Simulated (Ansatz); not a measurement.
# As in Ansatz: the effect of functional

Crystal: As.

```
CELL_PARAMETERS angstrom
4.56640 0.00000 0.00000
-2.28320 3.95462 0.00000
0.00000 0.00000 2.83374
ATOMIC_POSITIONS crystal
As 0.33333 0.66667 0.00000
As 0.66667 0.33333 0.00000
```

The cell was built by a generator and needn't be a form met in nature.

Alike in all runs:

| Property | Result |
| --- | --- |
| Program | Ansatz 0.2.0 |
| Task | projected density of states |
| Potentials or basis | Ansatz PAW |
| k mesh | 4 × 4 × 5 |
| Occupations | fermi-dirac, width 0.05 eV |
| Spin | no spin polarisation |

```csv
functional,cutoff,pressure (GPa)
LDA,420 eV (not typed: the program's choice for these potentials),-4.5
PBE,420 eV (not typed: the program's choice for these potentials),?
PBEsol,420 eV (not typed: the program's choice for these potentials),-3.2
RPBE,420 eV (not typed: the program's choice for these potentials),0.8
revPBE,420 eV (not typed: the program's choice for these potentials),0.4
BLYP,420 eV (not typed: the program's choice for these potentials),3.4
r2SCAN,500 eV (not typed: the program's choice for these potentials),-2.3
HSE06,420 eV (not typed: the program's choice for these potentials),-2.8
PBE0,420 eV (not typed: the program's choice for these potentials),-3.0
r2SCAN0,500 eV (not typed: the program's choice for these potentials),-3.8
```

Q: What does the run with functional PBE give?

A: Pressure -0.6 GPa.

Caveats: all runs use coarse meshes; the PAW data sets come from PBE, with cores solved anew for the run's functional, which leaves a small shift of forces and pressure (some runs); the thresholds are loose for stress (some runs).
